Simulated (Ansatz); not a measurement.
# Mo2NCl2 MXene monolayer in a perpendicular field, part 2 of 2

Wanted: the out-of-plane response of the Mo2NCl2 MXene monolayer. A positive field points along +c.

Ansatz 0.2.0; plane-wave DFT, PBE-D3(BJ), Ansatz PAW.

So far. Step 2 (Relaxing the slab): The lattice constant a goes from 2.953 to 2.961 Å.

**3. Single point, field 0, start network**

A sawtooth potential applies the field, turning back in the middle of the vacuum. With the dipole correction the typed value is the field outside the slab. The induced dipole is small, so the SCF threshold is tight.

The cell differs from the one that the last finished run ended in (c 42.426 → 24.383 Å).

input.yaml reads:

```yaml
crystal:
  lattice:
    - [2.9607349419, 0.0, 0.0]
    - [-1.4803674709, 2.5640716735, 0.0]
    - [0.0, 0.0, 24.3834778673]
  atoms:
    - { symbol: Cl, position: [0.3333333333, 0.6666666667, 0.3691023917] }
    - { symbol: Mo, position: [0.6666666667, 0.3333333333, 0.4438614337] }
    - { symbol: "N", position: [0.0, 0.0, 0.5] }
    - { symbol: Mo, position: [0.3333333333, 0.6666666667, 0.5561385663] }
    - { symbol: Cl, position: [0.6666666667, 0.3333333333, 0.6308976083] }
kpoints:
  mp_grid: { grid: [18, 18, 1] }
  band_path:
    path: [[0, 0, 0], [0.5, 0, 0], [0.33333333, 0.33333333, 0], [0, 0, 0]]
    npoints: 16
hamiltonian:
  xc: pbe
  dispersion: d3bj
scf:
  occupations: { method: fermi_dirac, width: 0.02585 }
  convergence: { dr2_threshold: 1.0e-10 }
efield:
  axis: 3
  dipole_correction: true
  ramp_position: 0.97
  ramp_width: 0.06
  amplitude: 0
output:
  dos: { projected: true, e_range: [-6, 5] }
  write_potential: true
  write_density: true
  volumetric_format: npy
  elf: true
```

On the command line:

```bash
$ ansatz run input.yaml --threads 2 --pin off --max-ram 3072MiB --backend cpu --events-out ev --progress --plain --runs-dir out
```

Numbers of over 12 decimals in the logs are rounded to 6 here.

Output:

```text
[...]
Crystal: 5 atoms, lattice volume = 185.108 Å³
Basis set: ecut = 420 eV, 3573 PW (Γ)
Bands: 29, of which v1, the nominal top of the filled ones, is band 24 counted from 1 (23 counted from 0)
Symmetry: 6 space group operations
k-points: 37 of 324 (time reversal used)
[...]
SCF iter   1: F=—  HF=-12458.059094 eV  |F-HF|=—  |Δ(HF+E_count)|=         —  Δρ=7.25e-3  dr2=2.86e-1  ethr=1.77e-3  p=0.000 e·Å  D=1.80e-13 V/Å  ΔV_dip=-0.00 eV  dr2_dipole=3.58e-7  V_vac-E_F(+/−)=5.21/5.21 eV  ⟨swp⟩=9.9  Hψ=6206  notcnv=0
efield: sawtooth ramp at fractional position 0.9700 (set: `efield.ramp_position`, or a place that a band, a saddle search or an elastic batch's reference lends), width 0.0600; the density the first Hamiltonian is built on has a dipole p = 0.000 e·Å; the dipole correction subtracts the counter field D = 1.80e-13 V/Å, which shifts the + side's vacuum level by -0.00 eV against the − side's; the planar-averaged density in the ramp window peaks in size at 1.9e-5 e/Å³
[...]
SCF iter   2: F=—  HF=-12458.030211 eV  |F-HF|=—  |Δ(HF+E_count)|=   2.89e-2  Δρ=3.51e-3  dr2=2.32e-2  ethr=6.08e-4  p=-0.000 e·Å  D=-1.29e-5 V/Å  ΔV_dip=0.00 eV  dr2_dipole=1.95e-7  V_vac-E_F(+/−)=4.30/4.30 eV  ⟨swp⟩=2.5  Hψ=1985  notcnv=0  defer=25
[...]
SCF iter   9: F=-12458.025072 eV  HF=-12458.025072 eV  |F-HF|=1.44e-10  |Δ(HF+E_count)|=  6.18e-10  Δρ=2.75e-7  dr2=5.63e-11  ethr=1.00e-12  p=0.000 e·Å  D=3.34e-8 V/Å  ΔV_dip=-0.00 eV  dr2_dipole=4.30e-13  V_vac-E_F(+/−)=4.26/4.26 eV  ⟨swp⟩=5.9  Hψ=4274  notcnv=0
SCF 1 converged in 9 iterations: F = -12458.025072 eV  dr2 = 5.63e-11
[...]
NSCF: frozen V_eff on 49 k-points
efield: sawtooth ramp at fractional position 0.9700 (kept from the solve that this one continues, or follows in the run), width 0.0600; the density the first Hamiltonian is built on has a dipole p = 0.000 e·Å; the dipole correction subtracts the counter field D = 3.34e-8 V/Å, which shifts the + side's vacuum level by -0.00 eV against the − side's; the planar-averaged density in the ramp window peaks in size at 4.7e-6 e/Å³
WARN: The output density's exchange-correlation potential varies sharply where the density is thin. Do not read a vacuum level from v_tot or v_xc, or from such a field of the output density. On a cell that repeats whose density bears no net charge and no dipole along the vacuum's axis use v_es (v_loc + v_h of the components); under efield.dipole_correction with no amplitude use v_es + v_field, which holds any externa [...]
SCF converged after 9 iterations
Free energy (F): -12458.025072 eV
[...]
Internal energy: -12458.017932 eV  (E = F + TS)
E sigma→0 (E₀):  -12458.021502 eV
Entropy (-TS):   -0.007140 eV (-1.428 meV/atom)
Fermi energy:    3.066877 eV
Dipole field:    D = -0.000001 V/Å  (p = -0.000001 e·Å, saw-weighted, corrected)
Work function:   Φ+ = 4.2551 eV   Φ− = 4.2551 eV
Levels:          The Fermi level and band energies are counted from a zero that moves with the ramp; work functions are not
[...]
--- Band table (eV; the first three rows and the last of 37) ---
  k-point 0: bands = [... 20 lower, 0.8334, 1.7940, 1.7940, 2.5211, 2.8217, 2.8217, 3.5312, 3.5312, ... 1 higher]
  k-point 1: bands = [... 20 lower, 0.6894, 1.7304, 1.8756, 2.5646, 2.8124, 2.8975, 3.5584, 3.5884, ... 1 higher]
  k-point 2: bands = [... 20 lower, 0.4031, 1.4767, 2.0488, 2.5831, 2.7511, 3.0881, 3.6406, 3.8900, ... 1 higher]
  k-point 36: bands = [... 20 lower, 1.9375, 2.6465, 2.7484, 2.7484, 3.9777, 3.9777, 5.1211, 5.8887, ... 1 higher]
```

It took 45 s on 2 threads of AMD EPYC (Zen 3), shared host; peak memory 0.54 GiB; 87 s of CPU time.

Reading the cycles: dr2 is the Hartree energy of the density residual (eV), the measure of convergence; HF is the Harris–Foulkes estimate of the energy, which meets the free energy F at convergence.

Numbers from this step:

```
energy at zero smearing   : -12458.0215 eV
work function, upper face : 4.255 eV
dipole along the normal   : -9.04e-7 e·Å
```

Running mean over a fixed 2.6 Å (it still follows the layers) of the planar mean; the ramp of the sawtooth is left out. Table of electron's electrostatic potential energy less the Fermi level by z:

z (Å), electron's electrostatic potential energy less the Fermi level (eV) and a bar from the least value:
```
      3.0        4.3 ##############################
      3.5        4.3 ##############################
      4.0        4.3 ##############################
      4.5        4.3 ##############################
      5.0        4.3 ##############################
      5.5        4.3 ##############################
      6.0        4.2 ##############################
      6.5        4.1 ##############################
      7.0        3.6 #############################
      7.5        1.6 ##########################
      8.0       -1.4 ####################
      8.5       -3.6 #################
      9.0       -5.9 #############
      9.5      -10.0 ######
     10.0      -13.0 #
     10.5      -12.8 #
     11.0      -13.0 #
     11.5      -13.4 
     12.0      -12.7 #
     12.5      -12.8 #
     13.0      -13.5 
     13.5      -12.9 #
     14.0      -13.0 #
     14.5      -12.7 #
     15.0       -9.0 ########
     15.5       -5.2 ##############
     16.0       -3.2 #################
     16.5       -0.7 ######################
     17.0        2.2 ###########################
     17.5        3.9 #############################
     18.0        4.2 ##############################
     18.5        4.2 ##############################
     19.0        4.3 ##############################
     19.5        4.3 ##############################
     20.0        4.3 ##############################
     20.5        4.3 ##############################
     21.0        4.3 ##############################
```

The density of states has structure finer than the step of the table below, so its rows give means over 0.2 eV, whole bins alone (the curve runs from -6 to 1.99 eV). Peaks (eV: height): -5.92: 5.31, -5.53: 9.24, -5.48: 8.96, -5.20: 8.76, -0.27: 7.21, 1.09: 5.89, 1.25: 6.38.

The density of states by energy, zero at the Fermi level; means over each step:

| energy (eV) | density of states (states/eV a cell) |
| --- | --- |
| -5.8 | 3.63 |
| -5.6 | 5.39 |
| -5.4 | 6.51 |
| -5.2 | 7.04 |
| -5.0 | 4.76 |
| -4.8 | 1.98 |
| -4.6 | 1.94 |
| -4.4 | 2.23 |
| -4.2 | 2.78 |
| -4.0 | 2.15 |
| -3.8 | 1.78 |
| -3.6 | 1.56 |
| -3.4 | 2.56 |
| -3.2 | 2.64 |
| -3.0 | 1.71 |
| -2.8 | 1.84 |
| -2.6 | 1.87 |
| -2.4 | 1.30 |
| -2.2 | 0.707 |
| -2.0 | 1.04 |
| -1.8 | 1.88 |
| -1.6 | 2.93 |
| -1.4 | 2.53 |
| -1.2 | 1.97 |
| -1.0 | 2.49 |
| -0.8 | 2.46 |
| -0.6 | 1.38 |
| -0.4 | 2.99 |
| -0.2 | 4.81 |
| 0.0 | 2.92 |
| 0.2 | 2.52 |
| 0.4 | 2.38 |
| 0.6 | 3.60 |
| 0.8 | 3.55 |
| 1.0 | 4.89 |
| 1.2 | 4.90 |
| 1.4 | 3.75 |
| 1.6 | 4.01 |
| 1.8 | 2.47 |

Projected DOS per atom over height of the atomic layer and energy from the Fermi level. Layers: Cl Mo N Mo Cl from below.

Values in states/eV, 22 rows by 5 columns, each cell a mean:
```
0.13 1.26 0.30 1.26 0.13
0.18 1.58 0.18 1.58 0.18
0.29 2.08 0.15 2.08 0.29
0.23 1.46 0.08 1.46 0.23
0.17 1.09 0.05 1.09 0.17
0.20 1.25 0.13 1.25 0.20
0.24 1.47 0.38 1.47 0.24
0.13 0.76 0.14 0.76 0.13
0.17 0.88 0.18 0.88 0.17
0.15 1.03 0.29 1.03 0.15
0.14 0.68 0.15 0.68 0.14
0.10 0.25 0.08 0.25 0.10
0.29 0.47 0.15 0.47 0.29
0.34 0.46 0.17 0.46 0.34
0.76 0.41 0.24 0.41 0.76
0.51 0.28 0.03 0.28 0.51
0.71 0.37 0.04 0.37 0.71
0.74 0.41 0.05 0.41 0.74
0.66 0.25 0.12 0.25 0.66
1.30 0.81 1.75 0.81 1.30
1.42 0.87 1.64 0.87 1.42
1.19 0.47 0.69 0.47 1.19
```
Columns: height of the atomic layer (Å) from 9 to 15.4 (not evenly spaced); rows upwards: energy from the Fermi level (eV) from -5.96 to 1.96.

The electronic bands at the labelled points (eV, zero at the Fermi level):

```
  point  band 21  band 22  band 23  band 24  band 25  band 26  band 27  band 28
      Γ    -2.23    -1.27    -1.27    -0.55    -0.25    -0.25     0.46     0.46
halfway    -3.20    -1.57    -0.62    -0.22    -0.11     0.61     0.94     1.92
      M    -3.42    -1.77     1.10     1.12     1.80     1.83     2.10     2.50
halfway    -2.61    -1.11     0.49     0.64     1.28     1.34     2.06     2.37
      K    -1.13    -0.42    -0.32    -0.32     0.91     0.91     2.05     2.82
halfway    -2.24    -1.93    -1.06    -0.23     0.83     0.96     1.01     2.12
      Γ    -2.23    -1.27    -1.27    -0.55    -0.25    -0.25     0.46     0.46
```

ELF in the ca plane at fractional y = 0.333, with atoms of Mo and Cl within 0.2 Å of it. It is the smooth field of the valence electrons, not physical close to the nuclei.

Ten even steps from '0' (0.00) to '9' (0.88), each cell a mean:
```
00000000000000001245541367423322222799997410
00000000000000000001113777741112324886899630
00000000000000000000014855851112335863799731
00000000000000000011223677731112324887999630
00000000000000001356642366323322322689997410
00000000000000013689973222246622442245542100
00000000000000014799984232257632552111100000
00000000000000013688873222236522431356653100
```
Columns run along c (16.0 Å, from fractional 0.08 to 0.73 of the cell), rows up along a (3.0 Å). Atoms in or near the plane, at fractional coordinates: Mo at (0.44, 0.67), Cl at (0.63, 0.67).

Electrostatic potential energy in the ca plane at fractional y = 0.333, with atoms of Mo and Cl within 0.2 Å of it. With pseudopotentials it is smooth inside the atoms' cores, unlike the true potential.

Ten even steps from '0' (-53 eV) to '9' (7 eV), each cell a mean:
```
99999999999999999999998522478998888864589999
99999999999999999999986100058999998620158999
99999999999999999999985000048999998510048999
99999999999999999999986200168999888731269999
99999999999999999999988633589988788875689999
99999999999999999998888887889887568899999999
99999999999999999987789988998876457899999999
99999999999999999998888877889887668898999999
```
Columns run along c (16.0 Å, from fractional 0.08 to 0.73 of the cell; values clipped at the 3rd and 97th percentile), rows up along a (3.0 Å). Atoms in or near the plane, at fractional coordinates: Mo at (0.44, 0.67), Cl at (0.63, 0.67).

Valence density in the ca plane at fractional y = 0.333, with atoms of Mo and Cl within 0.2 Å of it. It is the smooth field of the valence electrons, not physical close to the nuclei.

Ten steps, logarithmic in the rise over the least value, from '0' (0.0 e/Å³) to '9' (6.5 e/Å³), each cell a mean:
```
00000000000012333346875433344345665420000000
00000000000001123369997432233346667531000000
00000000000001122479998532233356646631000000
00000000000001223368997432333346766531000000
00000000000012344346775433344445665320000000
00000000000013455434444444455433443210000000
00000000000013455433333455456533322100000000
00000000000013455434444444455433443210000000
```
Columns run along c (16.0 Å, from fractional 0.14 to 0.80 of the cell), rows up along a (3.0 Å). Atoms in or near the plane, at fractional coordinates: Mo at (0.44, 0.67), Cl at (0.63, 0.67).

The work function of the upper face is 4.26 eV.

**4. Atoms held, field 0.1 V/Å**

input.yaml: that of step 3 with these lines changed.

```diff
@@ -25,7 +25,6 @@
   dipole_correction: true
-  ramp_position: 0.97
-  ramp_width: 0.06
-  amplitude: 0
+  ramp_position: 0.9385
+  ramp_width: 0.123
+  amplitude: 0.1
 output:
-  dos: { projected: true, e_range: [-6, 5] }
   write_potential: true
@@ -33,2 +32 @@
   volumetric_format: npy
-  elf: true
```

Output:

```text
[...]
Crystal: 5 atoms, lattice volume = 185.108 Å³
Basis set: ecut = 420 eV, 3573 PW (Γ)
Bands: 29, of which v1, the nominal top of the filled ones, is band 24 counted from 1 (23 counted from 0)
Symmetry: 6 space group operations
k-points: 37 of 324 (time reversal used)
[...]
k-point 0: bands = [... 20 lower, 0.8331, 1.7937, 1.7937, 2.5207, 2.8213, 2.8213, 3.5308, 3.5308, ... 1 higher]
  k-point 1: bands = [... 20 lower, 0.6891, 1.7301, 1.8752, 2.5643, 2.8120, 2.8971, 3.5581, 3.5880, ... 1 higher]
  k-point 2: bands = [... 20 lower, 0.4028, 1.4763, 2.0485, 2.5827, 2.7508, 3.0877, 3.6402, 3.8896, ... 1 higher]
  k-point 36: bands = [... 20 lower, 1.9371, 2.6461, 2.7453, 2.7507, 3.9756, 3.9791, 5.1208, 5.8841, ... 1 higher]
[key lines of the parts left out:]
SCF converged after 13 iterations
Free energy (F): -12458.026794 eV
Fermi energy:    3.066487 eV
Dipole field:    D = 0.033684 V/Å  (p = 0.034458 e·Å, saw-weighted, corrected)
```

Elapsed: 52 s, on 2 threads; peak memory 0.52 GiB; 1.7 min of CPU time.

The dipole is 0.0345 e·Å.

**5. Single point, field -0.1 V/Å**

input.yaml: that of step 4 with these lines changed.

```diff
@@ -27,3 +27,3 @@
   ramp_width: 0.123
-  amplitude: 0.1
+  amplitude: -0.1
 output:
```

Output:

```text
[...]
Crystal: 5 atoms, lattice volume = 185.108 Å³
Basis set: ecut = 420 eV, 3573 PW (Γ)
Bands: 29, of which v1, the nominal top of the filled ones, is band 24 counted from 1 (23 counted from 0)
Symmetry: 6 space group operations
k-points: 37 of 324 (time reversal used)
[...]
k-point 0: bands = [... 20 lower, 0.8331, 1.7937, 1.7937, 2.5207, 2.8213, 2.8213, 3.5308, 3.5308, ... 1 higher]
  k-point 1: bands = [... 20 lower, 0.6891, 1.7301, 1.8752, 2.5643, 2.8120, 2.8971, 3.5581, 3.5880, ... 1 higher]
  k-point 2: bands = [... 20 lower, 0.4028, 1.4763, 2.0485, 2.5827, 2.7508, 3.0877, 3.6402, 3.8896, ... 1 higher]
  k-point 36: bands = [... 20 lower, 1.9371, 2.6461, 2.7453, 2.7507, 3.9756, 3.9791, 5.1208, 5.8841, ... 1 higher]
[key lines of the parts left out:]
SCF converged after 13 iterations
Free energy (F): -12458.026794 eV
Fermi energy:    3.066487 eV
Dipole field:    D = -0.033684 V/Å  (p = -0.034458 e·Å, saw-weighted, corrected)
```

Run time: 59 s. Hardware: 2 threads; peak memory 0.52 GiB.

The dipole is -0.0345 e·Å.

**6. Response, atoms held**

This step: plane-wave DFT, PBE-D3(BJ), Ansatz PAW; response to a field along the normal, atoms held (Ansatz 0.2.0).

The dipoles give the slope, and the difference of two potentials shows where the field is screened.

Numbers from this step:

```yaml
equivalent_conductor_thickness_p_eps_0ae: 8.213 Å
distance_between_the_outer_atoms: 6.383 Å
```

Table of dipole of the cell by applied field:

```csv
applied field (V/Å),dipole of the cell (e·Å)
-0.1000,-0.0345
0.0000,-9.0e-7
0.1000,0.0345
```

Local field over the applied field, running mean. From the potentials at -0.1 and 0.1 V/Å; running mean over 2.5 Å. The local field over applied field by z:

z (Å), local field over applied field and a bar from the least value:
```
      4.5      0.999 ##############################
      5.0      0.997 ##############################
      5.5      0.992 ##############################
      6.0      0.976 #############################
      6.5      0.935 ############################
      7.0      0.841 #########################
      7.5      0.688 #####################
      8.0      0.506 ###############
      8.5      0.327 ##########
      9.0      0.185 ######
      9.5      0.095 ###
     10.0      0.053 ##
     10.5      0.039 #
     11.0      0.031 #
     11.5      0.011 
     12.0     -0.006 
     12.5     -0.003 
     13.0      0.016 #
     13.5      0.033 #
     14.0      0.041 #
     14.5      0.059 ##
     15.0      0.112 ####
     15.5      0.214 #######
     16.0      0.366 ###########
     16.5      0.550 #################
     17.0      0.728 ######################
     17.5      0.869 ##########################
     18.0      0.948 ############################
     18.5      0.981 #############################
     19.0      0.993 ##############################
     19.5      0.998 ##############################
     20.0      0.999 ##############################
```

Electrons, planar mean, per unit field. The induced electron density by z:

```
z (Å)  induced electron density (e/Å³ per V/Å)
  4.5                                   4.1e-6
  5.0                                   1.2e-5
  5.5                                   3.7e-5
  6.0                                   1.1e-4
  6.5                                   3.0e-4
  7.0                                   8.3e-4
  7.5                                  0.00208
  8.0                                  0.00376
  8.5                                  0.00262
  9.0                                  0.00110
  9.5                                  -2.8e-4
 10.0                                  -7.8e-4
 10.5                                   8.4e-4
 11.0                                   4.2e-4
 11.5                                   1.5e-4
 12.0                                  -1.6e-5
 12.5                                  -1.4e-5
 13.0                                  -1.4e-4
 13.5                                  -6.9e-4
 14.0                                  -5.6e-4
 14.5                                  0.00102
 15.0                                  -9.5e-5
 15.5                                 -0.00136
 16.0                                 -0.00321
 16.5                                 -0.00345
 17.0                                 -0.00171
 17.5                                  -6.6e-4
 18.0                                  -2.4e-4
 18.5                                  -8.4e-5
 19.0                                  -2.8e-5
 19.5                                  -9.5e-6
 20.0                                  -3.2e-6
```

By hand: between -0.1 and 0.1 V/Å the dipole changes by 0.06892 e·Å, a slope of 0.3446 e·Å²/V. A perfect conductor of thickness t has p = ε₀AEt, so t = 180.95 × 0.3446 / 7.592 = 8.21 Å (e/ε₀ = 180.95 V·Å, A in Å²).

The induced dipole is that of a conductor 8.21 Å thick.

**7. What came out**

- gap without field: none
- work function, upper face: 4.26 eV
- equivalent conductor thickness, atoms held: 8.21 Å

What this shows: The induced dipole equals that of a perfect conductor 8.21 Å thick, while the outer atoms lie 6.38 Å apart. There is no gap over 0.03 eV, with or without the field. The first relaxation ran with spin and lost its moment, and the later runs have none; other magnetic states were not tried. Spin-orbit coupling is left out, which matters for the bands of elements this heavy. The MXene's terminations sit over the metal atoms of its far layer; the site over carbon or nitrogen, which some compounds prefer, was not run.

[Logs are printed without paths, hosts, clocks, repeated set-up lines and the standing remarks that a program may print on its own settings, such as how far it seeks lower states.]

[Hosts, paths, dates, database ids (printed as entryN), source tags and the programs' standing remarks are cut or masked in the printed files.]

[Maps of the electrostatic potential energy from Ansatz leave out the sawtooth potential of an applied field or a dipole correction, so their vacuum need not be flat; planar profiles and work functions include it.]

[The density of states shown here was stored with 400 of the rows of the run's finer table, so its peaks can read low, often by over a quarter, or be missed, and its means over a window can be off by a tenth or more.]
